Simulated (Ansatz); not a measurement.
A surface is cut from this relaxed crystal of BP:

```cif
data_structure
_symmetry_space_group_name_H-M 'P 1'
_symmetry_Int_Tables_number 1
_cell_length_a 3.2161
_cell_length_b 3.2161
_cell_length_c 3.2161
_cell_angle_alpha 60.000
_cell_angle_beta 60.000
_cell_angle_gamma 60.000
_cell_volume 23.52
loop_
_atom_site_label
_atom_site_type_symbol
_atom_site_fract_x
_atom_site_fract_y
_atom_site_fract_z
_atom_site_occupancy
B1 B 0.00000 0.00000 0.00000 1
P1 P 0.75000 0.75000 0.75000 1
```

Miller indices refer to the conventional cell of F-43m (No. 216), a = 4.548 Å, b = 4.548 Å, c = 4.548 Å, α = 90.00°, β = 90.00°, γ = 90.00°. The bulk's gap is 1.25 eV.

The (111) slab of 10 planes, 11.2 Å thick with 15 Å of vacuum as cut; outer planes B (top) and P (bottom).

These are results of DFT PBE, scalar-relativistic, plane waves, PAW in Ansatz, not measurements. Settings: cutoff 420 eV, Γ-centred mesh 9×9×1 on the computed 10-atom cell, Gaussian smearing of 0.05 eV; no spin polarisation. The cell repeats along c with a dipole correction in the vacuum.

This cut of an insulator is polar or leaves open shells, so the slab is metallic here; real surfaces compensate by reconstruction or adsorbates.

With the atoms at the bulk's places:

```
Surface energy (mean of both faces)   : 2.89 J/m²
Gap of the slab on the mesh           : none (metal or semimetal)
Work function                         : 4.72 eV (top), 5.67 eV (bottom)
Dipole of the slab along +c, per cell : 0.05 e·Å
```

Q: What changes when all atoms relax within this surface cell and its symmetry?

A: The energy falls by 0.397 J/m² a face, and the largest move is 0.27 Å.

* Surface energy (mean of both faces): 2.49 J/m²
* Gap of the slab on the mesh: none (metal or semimetal)
* Work function: 4.08 eV (top), 5.26 eV (bottom)
* Dipole of the slab along +c, per cell: 0.06 e·Å

```csv
plane (bottom to top),atoms,"spacing to next, bulk (Å)",relaxed (Å),change (%)
1,P,0.656,0.534,-18.7
2,B,1.969,1.995,+1.3
3,P,0.656,0.646,-1.6
4,B,1.969,1.969,0.0
5,P,0.656,0.656,-0.1
6,B,1.969,1.977,+0.4
7,P,0.656,0.635,-3.2
8,B,1.969,2.060,+4.6
9,P,0.656,0.299,-54.4
10,B,,,
```